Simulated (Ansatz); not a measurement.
All numbers below come from DFT, RPBE, plane waves (420 eV) with PAW, scalar-relativistic (Ansatz 0.2.0). The PAW files were generated under PBE, with cores re-solved for the functional.

An element in the dhcp structure gives this curve. The cell is scaled uniformly from the relaxed one, with fractional coordinates and shape fixed. Energies are extrapolated to zero smearing, pressures are those at the given smearing. Magnetic state: spin not included.

| V (Å³/atom) | E − E₀ (meV/atom) | P (GPa) |
| --- | --- | --- |
| 34.179 | 31.1 | 2.53 |
| 35.732 | 12.5 | 1.53 |
| 37.286 | 2.7 | 0.71 |
| 38.839 | 0.0 | 0.02 |
| 40.393 | 3.4 | -0.57 |
| 41.946 | 11.7 | -1.06 |
| 43.500 | 24.2 | -1.47 |

Problem. Which element is it?
A. yttrium
B. bismuth
C. lead
D. ytterbium

Solution. D. Its fit is V₀ = 38.70 Å³/atom, B₀ = 15.6 GPa, B₀′ = 3.6.
